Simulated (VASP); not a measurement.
InAs, 2 atoms in the cell. The structure is cubic, space group Fm-3m (No. 225). Conventional cell: a = 5.364 Å, b = 5.364 Å, c = 5.364 Å, α = 90.00°, β = 90.00°, γ = 90.00°. In (site symmetry m-3m) has 6 As at 2.68 Å as nearest neighbours. Around As (site symmetry m-3m) lie 6 In at 2.68 Å. Measurements of this composition are mostly on another form, of space group No. 216.

```yaml
Program: VASP 6.6.1
Task: single point
Functional: r2SCAN
Potentials_or_basis: VASP PAW PBE potentials, release 64 (In_d, As)
Cutoff: 520 eV
k_mesh: 14 × 14 × 14
Occupations: gaussian, width 0.05 eV
Spin: no spin polarisation
Dipole_correction: no
Further_INCAR_settings: ALGO = Normal; EDIFF = 1e-06; NBANDS = 16
```

Potentials or basis: VASP PAW PBE potentials, release 64 (In_d, As).

The run is started by

```bash
$ cat potpaw_PBE.64/In_d/POTCAR potpaw_PBE.64/As/POTCAR > POTCAR
$ cp INCAR.step1 INCAR
$ mpirun -np 1 vasp_std > vasp.out
$ cp INCAR.step2 INCAR
$ mpirun -np 1 vasp_std > vasp.out
```

Hardware: 1 thread of Intel(R) Xeon(R) Platinum 8488C (Sapphire Rapids), on a shared host.

Task: How long does it take, and how much memory?

Result: It took 110 s on 1 thread of Intel(R) Xeon(R) Platinum 8488C (Sapphire Rapids), with other jobs on the host, peak memory 0.21 GiB. Counts: scf iterations 8, k points 104.
